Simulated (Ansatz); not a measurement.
# Rh (P6_3/mmc) in Ansatz: notebook

One crystal, Rh, is run at these levels: PBEsol; tasks: single point.

All numbers are computed with Ansatz 0.2.0; they aren't measurements. Logs are shortened: lines on timing, memory, paths and dates and some standing lists are left out, and cuts for length are marked.

## Step 1: Starting point

The structure is hexagonal, space group P6_3/mmc (No. 194). Conventional cell: a = 2.731 Å, b = 2.731 Å, c = 4.428 Å, α = 90.00°, β = 90.00°, γ = 120.00°. Rh (site symmetry -6m2) is surrounded by 12 Rh at 2.72 to 2.73 Å.

This isn't the form of Rh at room conditions, which is fcc.

## Step 2: Single point, PBEsol, 13.44 Å³/atom (volume scaled by 0.94)

File input.yaml:

```yaml
crystal:
  lattice:
    - [2.6752291329, 0.0, 0.0]
    - [-1.3376145665, 2.3168163901, 0.0]
    - [0.0, 0.0, 4.338086307]
  atoms:
    - { symbol: Rh, position: [0.3333333333, 0.6666666667, 0.25] }
    - { symbol: Rh, position: [0.6666666667, 0.3333333333, 0.75] }
kpoints:
  mp_grid: { grid: [11, 11, 6] }
scf:
  occupations: { method: fermi_dirac, width: 0.05 }
hamiltonian:
  xc: pbesol
  pseudopotentials: { kind: all_electron, lapw: { basis_error: 0.0005 } }
output:
  forces: true
  stress: true
  eigenvalues: true
```

Potentials or basis: all-electron LAPW, scalar-relativistic.

Run with:

```bash
> ansatz run input.yaml --threads 1 --pin off --max-ram 3072MiB --backend cpu --events-out ev --progress --plain --runs-dir out
```

Output:

```text
Warning: RAYON_NUM_THREADS=1 ignored (pool sized by the plan → 1); use --threads N
LAPW: plane waves up to 8.922 Å⁻¹, error target 5.0e-4 eV per atom; small_component_spin mean_spin; Rh in spheres of 1.331 Å, 27 of its electrons in bands, Dirac shells [] (how accurate: hamiltonian.pseudopotentials.lapw.basis_error, Limitations)
Engine: ansatz 0.2.0, aarch64-unknown-linux-gnu
Pseudopotentials: kind: all_electron
Pseudopotential: Rh, LAPW, valence charge 27, lapw/all_electron/scalar/gaussian/Rh, Koelling and Harmon's equation, gaussian nucleus
Functional definition: PBEsol
  exchange = pbesol_x
  correlation = pbesol_c
Crystal: 2 atoms, lattice volume = 26.888 Å³
Basis set: ecut = 303.31444734042634 eV, 313 PW (Γ), exchange–correlation at level 2
Bands: 33, of which v1, the nominal top of the filled ones, is band 27 counted from 1 (26 counted from 0)
Symmetry: 24 space group operations
Space group: P63/mmc (ITA 194), of the structure as read, at distance tolerance 3.0e-5 Å
k-points: 64 of 726
Non-local potential: Rh, projectors of the file, none
Initial density: superposition of atomic densities (chi_scale 0.1, normalization cell)
Initial wavefunctions: plane waves of lowest kinetic energy (no species holds an atomic orbital)
Functional: x = pbesol(κ = 0.804, μ = 0.12345679012345678), c = pbesol(β = 0.046)
iter 1 solved again at ethr=3.87e-4 eV; its pass at ethr=1.00e-1 eV (dr2=2.09e-1 eV) is discarded
SCF iter   1: F=—  HF=-260247.296759 eV  |F-HF|=—  |Δ(HF+E_count)|=         —  Δρ=4.06e-2  dr2=2.10e-1  ethr=3.87e-4  ⟨swp⟩=2.9  Hψ=13717  notcnv=0
preconditioner: auto → Kerker (q_TF=auto, 3.065 Å⁻¹)  [metal: Δε(μ)=0.004 eV  Ē_g=10.726 eV  σ=0.050 eV  W_gap=0.02  n_scr=10 (ndim 8)  ℏωp=30.4 eV  f_vac=0.000  D(μ)=3.53/eV (n_scr^D=42)]
iter 2 solved again at ethr=1.67e-5 eV; its pass at ethr=3.87e-4 eV (dr2=9.00e-3 eV) is discarded
SCF iter   2: F=—  HF=-260246.350094 eV  |F-HF|=—  |Δ(HF+E_count)|=   9.47e-1  Δρ=6.71e-3  dr2=9.01e-3  ethr=1.67e-5  ⟨swp⟩=2.0  Hψ=10958  notcnv=0
SCF iter   3: F=—  HF=-260246.271674 eV  |F-HF|=—  |Δ(HF+E_count)|=   7.84e-2  Δρ=8.93e-3  dr2=1.43e-2  ethr=1.67e-5  ⟨swp⟩=2.1  Hψ=6305  notcnv=0
SCF iter   4: F=—  HF=-260246.265881 eV  |F-HF|=—  |Δ(HF+E_count)|=   5.79e-3  Δρ=3.49e-3  dr2=2.89e-3  ethr=1.67e-5  ⟨swp⟩=2.0  Hψ=6133  notcnv=0
SCF iter   5: F=—  HF=-260246.266071 eV  |F-HF|=—  |Δ(HF+E_count)|=   1.90e-4  Δρ=9.49e-4  dr2=2.41e-4  ethr=5.36e-6  ⟨swp⟩=2.0  Hψ=6114  notcnv=0
SCF iter   6: F=—  HF=-260246.266083 eV  |F-HF|=—  |Δ(HF+E_count)|=   1.21e-5  Δρ=1.61e-4  dr2=5.32e-6  ethr=4.47e-7  ⟨swp⟩=2.0  Hψ=6151  notcnv=0
SCF iter   7: F=—  HF=-260246.266081 eV  |F-HF|=—  |Δ(HF+E_count)|=   1.45e-6  Δρ=2.75e-5  dr2=2.01e-7  ethr=9.85e-9  ⟨swp⟩=2.0  Hψ=6151  notcnv=0
SCF iter   8: F=-260246.266081 eV  HF=-260246.266081 eV  |F-HF|=2.90e-8  |Δ(HF+E_count)|=   9.67e-8  Δρ=8.23e-6  dr2=1.88e-8  ethr=3.73e-10  ⟨swp⟩=2.0  Hψ=6151  notcnv=0
SCF 1 converged in 8 iterations: F = -260246.266081 eV  dr2 = 1.88e-8
SCF converged after 8 iterations
Free energy (F): -260246.266081 eV
Harris-Foulkes:  -260246.266081 eV  (|F-HF|=2.90e-8)
Internal energy: -260246.238897 eV  (E = F + TS)
E sigma→0 (E₀):  -260246.252489 eV
Entropy (-TS):   -0.027184 eV (-13.592 meV/atom)
Fermi energy:    25.226873 eV
--- Per-component energies (eV) ---
  E_band       = -5515.618847
  E_kinetic    = 271085.591180
  E_xc         = -7431.476607
  E_electrostatic = -523900.353470  (all electrons and nuclei)
  E_smearing   = -0.027184  (= −TS)
  E_closure    = 0.000000  (closes the sum)
  E_atoms      = -260230.056130  (free atoms, spherical and without spin; not in F)
  Σ components = -260246.266081   (vs F -260246.266081, Δ=0.00e0)
  Basis errors (estimates in eV, not in F): energy 1.1e-4 per atom: plane waves 1.0e-4 (5.0e-5 summed), levels above the bands 2.9e-99, relativity 2.0e-8, radial functions 7.6e-6, core shells 4.2e-7; eigenvalues (radial functions only) 2.3e-7; not estimated: angular momenta, meshes, grids; target (lapw.basis_error) 5.0e-4; muffin-tin radii Rh 1.331 Å
--- Forces (eV/Å), atoms counted from 1 ---
  atom   1  Rh     0.00000000    -0.00000000     0.00000000
  atom   2  Rh    -0.00000000     0.00000000     0.00000000
  max |Σ_I F_I| component: 0.00e0 eV/Å
--- Stress (GPa, compression-positive) ---
        2.850456      -0.000000       0.000000
        0.000000       2.850456       0.000000
        0.000000       0.000000       1.701158
  P = ⅓ Tr σ = 2.4674 GPa (24.674 kbar)
--- Band table (eV; the first three rows and the last of 64) ---
  k-point 0: bands = ["-271.8346", "-271.8346", "-271.8267", "-271.8267", "-271.8267", "-271.8267", "-271.8223", "-271.8223", "-271.8223", "-271.8223", "-53.7299", "-53.6006", "-22.0018", "-21.2942", "-21.2942", "-21.1887", "-21.1798", "-21.1798", "16.9137", "18.7752", "21.9756", "22.0658", "22.0658", "22.6101", "22.6101", "23.2626", "23.2626", "25.3809", "25.3809", "25.8153", "33.9970", "40.8774", "43.0017"]
  k-point 1: bands = ["-271.8346", "-271.8346", "-271.8267", "-271.8267", "-271.8267", "-271.8267", "-271.8223", "-271.8223", "-271.8223", "-271.8223", "-53.7213", "-53.6094", "-21.9491", "-21.2866", "-21.2866", "-21.2450", "-21.1875", "-21.1875", "17.1997", "18.8506", "21.8643", "21.9617", "21.9617", "22.4810", "22.4810", "23.5603", "23.5603", "24.8422", "25.3609", "25.3609", "35.3093", "40.4142", "43.0356"]
  k-point 2: bands = ["-271.8346", "-271.8346", "-271.8267", "-271.8267", "-271.8267", "-271.8267", "-271.8223", "-271.8223", "-271.8223", "-271.8223", "-53.6978", "-53.6332", "-21.8038", "-21.3975", "-21.2658", "-21.2658", "-21.2085", "-21.2085", "17.9597", "18.9769", "21.6594", "21.8736", "21.8736", "22.2023", "22.2023", "23.0756", "24.1736", "24.1736", "25.2005", "25.2005", "38.0461", "40.0539", "41.9844"]
  k-point 63: bands = ["-271.8346", "-271.8346", "-271.8267", "-271.8267", "-271.8267", "-271.8267", "-271.8223", "-271.8223", "-271.8223", "-271.8223", "-53.5753", "-53.5753", "-21.8401", "-21.8401", "-21.6286", "-21.6286", "-21.3346", "-21.3346", "20.0063", "20.0063", "20.8396", "20.8396", "21.9462", "21.9462", "23.3832", "23.3832", "25.4941", "25.4941", "32.1613", "32.1613", "35.0911", "35.0911", "36.4528"]
```

Wall time 23 s (1 thread of Arm Neoverse V1, shared host); peak memory 0.38 GiB.

Results:

| Item | Value |
| --- | --- |
| Free energy | -260246.2661 eV |
| Pressure | 2.5 GPa |
| Band gap on the k mesh | none (metal or under the smearing width) |

## Step 3: Single point, PBEsol, 13.73 Å³/atom (volume scaled by 0.96)

Edit input.yaml of step 2 so:

```diff
@@ -2,5 +2,5 @@
   lattice:
-    - [2.6752291329, 0.0, 0.0]
-    - [-1.3376145665, 2.3168163901, 0.0]
-    - [0.0, 0.0, 4.338086307]
+    - [2.6940693954, 0.0, 0.0]
+    - [-1.3470346977, 2.3331325361, 0.0]
+    - [0.0, 0.0, 4.3686372171]
   atoms:
```

Potentials or basis: all-electron LAPW, scalar-relativistic.

Run with:

```bash
> ansatz run input.yaml --threads 1 --pin off --max-ram 3072MiB --backend cpu --events-out ev --progress --plain --runs-dir out
```

It took 23 s on 1 thread of Arm Neoverse V1, shared host; peak memory 0.38 GiB.

It converged, with:

```yaml
Free_energy: -260246.2638 eV
Pressure: -3.6 GPa
Band_gap_on_the_k_mesh: none (metal or under the smearing width)
```

## Step 4: Single point, PBEsol, 14.02 Å³/atom (volume scaled by 0.98)

Edit input.yaml of step 3 so:

```diff
@@ -2,5 +2,5 @@
   lattice:
-    - [2.6940693954, 0.0, 0.0]
-    - [-1.3470346977, 2.3331325361, 0.0]
-    - [0.0, 0.0, 4.3686372171]
+    - [2.7126497715, 0.0, 0.0]
+    - [-1.3563248858, 2.3492236138, 0.0]
+    - [0.0, 0.0, 4.3987667018]
   atoms:
```

Run with:

```bash
> ansatz run input.yaml --threads 1 --pin off --max-ram 3072MiB --backend cpu --events-out ev --progress --plain --runs-dir out
```

It took 23 s on 1 thread of Arm Neoverse V1, shared host; peak memory 0.38 GiB.

The run converged. Its results:

- Free energy: -260246.2411 eV
- Pressure: -9.0 GPa
- Band gap on the k mesh: none (metal or under the smearing width)

## Step 5: Single point, PBEsol, 14.30 Å³/atom

Edit input.yaml of step 4 so:

```diff
@@ -2,5 +2,5 @@
   lattice:
-    - [2.7126497715, 0.0, 0.0]
-    - [-1.3563248858, 2.3492236138, 0.0]
-    - [0.0, 0.0, 4.3987667018]
+    - [2.7309790422, 0.0, 0.0]
+    - [-1.3654895211, 2.3650972278, 0.0]
+    - [0.0, 0.0, 4.428489]
   atoms:
```

Run with:

```bash
> ansatz run input.yaml --threads 1 --pin off --max-ram 3072MiB --backend cpu --events-out ev --progress --plain --runs-dir out
```

Run time: 23 s. Hardware: 1 thread of Arm Neoverse V1, shared host; peak memory 0.38 GiB.

Results (log left out):

| Item | Value |
| --- | --- |
| Free energy | -260246.2004 eV |
| Pressure | -13.7 GPa |
| Band gap on the k mesh | none (metal or under the smearing width) |

## Step 6: Single point, PBEsol, 14.59 Å³/atom (volume scaled by 1.02)

Edit input.yaml of step 5 so:

```diff
@@ -2,5 +2,5 @@
   lattice:
-    - [2.7309790422, 0.0, 0.0]
-    - [-1.3654895211, 2.3650972278, 0.0]
-    - [0.0, 0.0, 4.428489]
+    - [2.7490655232, 0.0, 0.0]
+    - [-1.3745327616, 2.3807605798, 0.0]
+    - [0.0, 0.0, 4.4578175964]
   atoms:
```

Potentials or basis: all-electron LAPW, scalar-relativistic.

Run with:

```bash
> ansatz run input.yaml --threads 1 --pin off --max-ram 3072MiB --backend cpu --events-out ev --progress --plain --runs-dir out
```

Run time: 23 s. Hardware: 1 thread of Arm Neoverse V1, shared host; peak memory 0.38 GiB.

The run converged. Its results:

```yaml
Free_energy: -260246.1441 eV
Pressure: -17.8 GPa
Band_gap_on_the_k_mesh: none (metal or under the smearing width)
```

## Step 7: Single point, PBEsol, 14.87 Å³/atom (volume scaled by 1.04)

Edit input.yaml of step 6 so:

```diff
@@ -2,5 +2,5 @@
   lattice:
-    - [2.7490655232, 0.0, 0.0]
-    - [-1.3745327616, 2.3807605798, 0.0]
-    - [0.0, 0.0, 4.4578175964]
+    - [2.7669170982, 0.0, 0.0]
+    - [-1.3834585491, 2.3962204973, 0.0]
+    - [0.0, 0.0, 4.4867652751]
   atoms:
```

Run with:

```bash
> ansatz run input.yaml --threads 1 --pin off --max-ram 3072MiB --backend cpu --events-out ev --progress --plain --runs-dir out
```

Run time: 23 s. Hardware: 1 thread of Arm Neoverse V1, shared host; peak memory 0.38 GiB.

The run converged. Its results:

```
Free energy            : -260246.0740 eV
Pressure               : -21.4 GPa
Band gap on the k mesh : none (metal or under the smearing width)
```

## Step 8: Single point, PBEsol, 15.16 Å³/atom (volume scaled by 1.06)

Edit input.yaml of step 7 so:

```diff
@@ -2,5 +2,5 @@
   lattice:
-    - [2.7669170982, 0.0, 0.0]
-    - [-1.3834585491, 2.3962204973, 0.0]
-    - [0.0, 0.0, 4.4867652751]
+    - [2.7845412492, 0.0, 0.0]
+    - [-1.3922706246, 2.4114834597, 0.0]
+    - [0.0, 0.0, 4.5153441684]
   atoms:
```

Run with:

```bash
> ansatz run input.yaml --threads 1 --pin off --max-ram 3072MiB --backend cpu --events-out ev --progress --plain --runs-dir out
```

Run time: 23 s. Hardware: 1 thread of Arm Neoverse V1, shared host; peak memory 0.38 GiB.

Results (log left out):

```yaml
Free_energy: -260245.9919 eV
Pressure: -24.5 GPa
Band_gap_on_the_k_mesh: none (metal or under the smearing width)
```
